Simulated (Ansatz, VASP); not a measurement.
## TaN: VASP beside Ansatz

File INCAR:

```
ALGO = Normal
EDIFF = 1E-6
ENCUT = 520
GGA = PE
ISIF = 2
ISMEAR = -1
LASPH = True
LCHARG = False
LREAL = False
LWAVE = False
NBANDS = 15
NELM = 100
PREC = Accurate
SIGMA = 0.02
```

File KPOINTS:

```
k-points
0
Gamma
  12 12 10
```

The input POSCAR:

```
TaN
1.0
    2.9281727019      0.0000000000      0.0000000000
   -1.4640863509      2.5358719465      0.0000000000
    0.0000000000      0.0000000000      2.8733577875
Ta N
1 1
Direct
    0.3333333333      0.6666666667      0.5000000000
    0.0000000000      0.0000000000      0.0000000000
```

Input for Ansatz:

```yaml
crystal:
  lattice:
    - [2.9281727019, 0.0, 0.0]
    - [-1.4640863509, 2.5358719465, 0.0]
    - [0.0, 0.0, 2.8733577875]
  atoms:
    - { symbol: Ta, position: [0.3333333333, 0.6666666667, 0.5] }
    - { symbol: "N", position: [0.0, 0.0, 0.0] }
kpoints:
  mp_grid: { grid: [12, 12, 10] }
  band_path:
    path:
      - [0.0, 0.0, 0.0]
      - [0.5, 0.0, 0.0]
      - [0.3333333333, 0.3333333333, 0.0]
      - [0.0, 0.0, 0.0]
      - [0.0, 0.0, 0.5]
      - [0.5, 0.0, 0.5]
      - [0.3333333333, 0.3333333333, 0.5]
      - [0.0, 0.0, 0.5]
      - [0.5, 0.0, 0.5]
    npoints: 5
scf:
  occupations: { method: fermi_dirac, width: 0.02 }
hamiltonian:
  xc: pbe
  pseudopotentials: { kind: all_electron, lapw: { basis_error: 0.0005 } }
output:
  forces: true
  stress: true
  eigenvalues: true
```

Change from the starting cell: volume scaled by 0.99.

Alike in both runs: task single point; functional PBE; k mesh 12 × 12 × 10; occupations fermi-dirac, width 0.02 eV; no spin polarisation.

```csv
,VASP,Ansatz
version,VASP 6.6.1,Ansatz 0.2.0
potentials or method,"VASP PAW PBE potentials, release 64 (Ta_pv, N)","all-electron LAPW, scalar-relativistic"
plane-wave cutoff (eV),520,see its input
```

```csv
,VASP,Ansatz,Ansatz less VASP
pressure (GPa),9.1,8.5,-0.62
largest component of the traceless stress (GPa),1.12,1.01,-0.117
```

Ansatz ran all-electron here, so the differences hold the error of VASP's frozen core and of both bases.

The runs have no spin-orbit coupling, so splittings on Ta are missing.
